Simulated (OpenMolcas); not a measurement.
How basis sets differ on C4H6 (methylenecyclopropane)

C4H6: 10 atoms, total charge 0, spin state singlet. As SMILES, `C=C1CC1`. The shape is that of a PBE0-D4/def2-TZVP optimisation.

Quantity: the dipole moment, in D. The values are calculated.

Measured value to compare with: NIST CCCBDB gives the dipole moment of the gas as 0.40 D.

| level | kind | program | value (D) | computed − measured | CPU time |
| --- | --- | --- | --- | --- | --- |
| revPBE/cc-pVDZ | GGA | OpenMolcas | 0.42 | +0.02 | 12 s |
| revPBE/def2-SVP | GGA | OpenMolcas | 0.40 | 0.00 | 38 s |
| revPBE/aug-cc-pVDZ | GGA | OpenMolcas | 0.47 | +0.07 | 47 s |
| revPBE/cc-pVTZ (RICD fitting) | GGA | OpenMolcas | 0.46 | +0.06 | 33 s |

Nearest: revPBE/def2-SVP (0.00 D); farthest: revPBE/aug-cc-pVDZ (+0.07 D). The measured dipole is a vibrational average, so differences of a few hundredths of a debye mean little. Magnitudes only: a small dipole may point the other way at some levels. Times are those of the runs behind each value, whatever else they computed, on shared processors of several kinds: orders of magnitude only.
